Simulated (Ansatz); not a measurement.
EuS, space group Fm-3m, a comparison of functionals at one structure

Computed with the Python package of Ansatz (0.2.0).

Contents of `eus.vasp`:
```text
EuS
1.0
   0.00000000    2.97850000    2.97850000
   2.97850000    0.00000000    2.97850000
   2.97850000    2.97850000    0.00000000
Eu S
1 1
Direct
   0.00000000    0.00000000    0.00000000
   0.50000000    0.50000000    0.50000000
```

Interactive session:
```pycon
>>> from dataclasses import dataclass
>>> import csv
>>> import ansatz
>>> from ase.io import read
>>> @dataclass(frozen=True)
... class Options:
...     filling: str = 'Fermi-Dirac'
...     kmesh: tuple[int, ...] = (7, 7, 7)
...
>>> cfg = Options()
>>> atoms = read('eus.vasp', format='vasp')
>>> eus = ansatz.Crystal.from_ase(atoms).moments(Eu=7)
>>> eus.resolved().tree()['lattice']
((0.0, 2.9785, 2.9785), (2.9785, 0.0, 2.9785), (2.9785, 2.9785, 0.0))
>>> base = (
...     eus.calculation()
...     .occupations(cfg.filling)
...     .spin('collinear')
...     .kpoints(*cfg.kmesh)
...     .stress()
... )
>>> rows = []
>>> for value in ['pbesol', 'pbe', 'blyp', 'rpbe', 'r2scan']:
...     report = base.functional(value).run(threads=1, pin='off').report
...     rows.append((value, report['free_energy_ev'] / len(report['lattice']['sites']), report['n_iterations'], sum(report['stress_gpa'][i][i] for i in range(3)) / 3, report['magnetization_mub'], report['n_kpoints']))
...
DeckWarning: basis.ecutwfc = 420 eV, auto-derived from the records' recommended cutoffs: set by Eu (normal level)
DeckWarning: basis.ecutwfc = 500 eV, auto-derived from the records' recommended cutoffs: set by Eu (their level for a meta-GGA)
>>> with open('xc.csv', 'w', newline='') as handle:
...     writer = csv.writer(handle)
...     writer.writerow(['functional', 'F/atom (eV)', 'iterations', 'P (GPa)', 'moment (muB)', 'k-points'])
...     writer.writerows([round(v, 5) if isinstance(v, float) else v for v in row] for row in rows)
...
65
>>> print(open('xc.csv').read())
functional,F/atom (eV),iterations,P (GPa),moment (muB),k-points
pbesol,-4776.87591,13,-5.55445,6.95636,20
pbe,-4836.45544,12,-2.59128,6.96282,20
blyp,-4849.26889,11,0.59388,6.9552,20
rpbe,-4843.58115,13,-0.31918,6.97451,20
r2scan,-4845.47562,17,-2.21394,6.97957,20
```

From lowest to highest: PBEsol (-5.6 GPa), PBE (-2.6 GPa), r2SCAN (-2.2 GPa), RPBE (-0.3 GPa) and BLYP (0.6 GPa). At a fixed cell a lower pressure usually means a smaller equilibrium volume, so PBEsol prefers the smallest cell and BLYP the largest.

Open f shells: without a Hubbard U, without spin-orbit coupling; the state reached hangs on the start and needn't be the lowest. Without U the f states sit at the Fermi level and can close a real gap. BLYP can be off by several per cent in the lattices of metals, and by several GPa in the pressure at a fixed cell. For a metal this k-point mesh is coarse: on a finer one energies can move by several to tens of meV an atom and pressures by half a GPa or more, differences at one mesh by less. The overall sign of a collinear moment is arbitrary, and semilocal functionals can give small moments to compounds that are paramagnetic. Of the deposited cell: the entry's cell lengths or inner coordinates differ somewhat from later room-temperature determinations. Pressure is positive in compression. r2SCAN tends to overestimate the moments of itinerant magnets. The structure is a deposited one; some such entries were measured under pressure or heat, so a shift against it needn't be the functional's error alone. Warnings are shown shortened and without file and line. Total energies of different functionals can't be compared; pressures, moments and gaps at this one structure can. It ran for 60 s on 1 thread of Arm Neoverse N1, on a shared host, peak memory 0.64 GiB.

(Lines on the test bed's own set-up are left out of the output.)
